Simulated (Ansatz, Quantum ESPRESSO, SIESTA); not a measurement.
## One calculation of Al, 10 ways

```
Al
1.0
     0.00000    2.02481    2.02481
     2.02481    0.00000    2.02481
     2.02481    2.02481    0.00000
Al
1
Direct
  0.00000 0.00000 0.00000
```

Alike in all runs: task band structure; functional PBE; k mesh 11 × 11 × 11; occupations fermi-dirac, width 0.05 eV; no spin polarisation; no spin-orbit coupling. Pressure is positive in compression and, in plane waves, holds the error of the finite cutoff, which Ansatz's Pulay term estimates and takes out.

```csv
program and potentials,plane-wave cutoff (eV),notes,pressure (GPa)
"SIESTA, files ansatz-sr-pbe-nc, DZP (energy shift 0.003 Ry)",-,atomic basis; 3 valence electrons an atom on average,-0.86
"Quantum ESPRESSO, PseudoDojo 0.5 SR PBE stringent",544,3 valence electrons an atom on average,-0.66
"SIESTA, files spms-pbe-1.0, DZP (energy shift 0.003 Ry)",-,atomic basis; 3 valence electrons an atom on average,-0.65
"Quantum ESPRESSO, SG15 PBE 1.2",1020,11 valence electrons an atom on average,-0.33
"Quantum ESPRESSO, SSSP 1.3 efficiency PBE",748,3 valence electrons an atom on average,-0.49
"Quantum ESPRESSO, SPMS 1.0 PBE",544,3 valence electrons an atom on average,-0.66
"Ansatz, Ansatz PAW (files of its older set among them)",1050,11 valence electrons an atom on average,?
"Ansatz, Ansatz NC",544,3 valence electrons an atom on average,-0.41
"Quantum ESPRESSO, Ansatz NC SR PBE",544,3 valence electrons an atom on average,-0.41
"Quantum ESPRESSO, GBRV 1.5 PBE",612,3 valence electrons an atom on average,-0.42
```

Estimate from the other rows what the run with Ansatz, Ansatz PAW (files of its older set among them) gave.

Pressure -0.43 GPa. The other rows, which needn't bracket it: pressure -0.86 to -0.33.
